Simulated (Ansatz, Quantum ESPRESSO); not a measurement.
# CuI: electronic dielectric constant by level of theory

```xyz
2
Lattice="0.0000 3.0315 3.0315 3.0315 0.0000 3.0315 3.0315 3.0315 0.0000" Properties=species:S:1:pos:R:3 pbc="T T T"
I     0.0000    0.0000    0.0000
Cu    4.5473    4.5473    4.5473
```

```tsv
rung	level	program and potentials	cutoff (eV)	k mesh	task	core time	chip	electronic dielectric constant	notes
GGA + U (6.2 eV)	PBE+U (Cu d U = 6.2 eV, fll (the default))	Ansatz, Ansatz PAW (files of its older set among them)	700	8 × 8 × 8	Born charges and dielectric tensor	3 min	Arm Neoverse V1	5.37	18 valence electrons an atom on average
GGA	PBEsol	Quantum ESPRESSO, GBRV 1.5 PBEsol	762	6 × 6 × 6, shifted	dielectric tensor	15 min	Intel Xeon Skylake/Cascade Lake	6.60	13 valence electrons an atom on average
GGA	PBE	Quantum ESPRESSO, GBRV 1.5 PBE	762	6 × 6 × 6, shifted	dielectric tensor	15 min	Intel Xeon Skylake/Cascade Lake	6.39	13 valence electrons an atom on average
GGA	WC	Quantum ESPRESSO, GBRV 1.5 PBE	762	6 × 6 × 6, shifted	dielectric tensor	16 min	Intel Xeon Skylake/Cascade Lake	6.66	potentials made for PBE; 13 valence electrons an atom on average
LDA	LDA	Quantum ESPRESSO, GBRV 1.5 LDA	762	6 × 6 × 6, shifted	dielectric tensor	16 min	Intel Xeon Skylake/Cascade Lake	6.69	13 valence electrons an atom on average
GGA	BLYP	Quantum ESPRESSO, GBRV 1.5 PBE	762	6 × 6 × 6, shifted	dielectric tensor	17 min	Intel Xeon Skylake/Cascade Lake	6.23	potentials made for PBE; 13 valence electrons an atom on average
```

Times are single runs on shared hosts and different chips, so they are rough; meshes, cutoffs and the tasks' sizes weigh on the time. All rows: no spin polarisation. The cell comes from a database and isn't always the measured one. Meshes differ between rows, which moves values too. All levels ran on this one cell, unrelaxed unless noted. Meshes are those of the run's cell of 2 atoms unless a note names another. Ansatz refines the mesh for the field response beyond the one shown. Misses use the values as printed. Runs on faulty files, with rough fits or with known faults for this quantity aren't shown. No row holds spin-orbit coupling.

Measured: 4.84 (a printed reference work).

Problem. Which of the timed runs is the cheapest that comes within 8 % of the measured electronic dielectric constant?

Solution. None of them does; the nearest misses by +11.0 %. The runs are for a static lattice, while measurements hold temperature and zero-point motion.
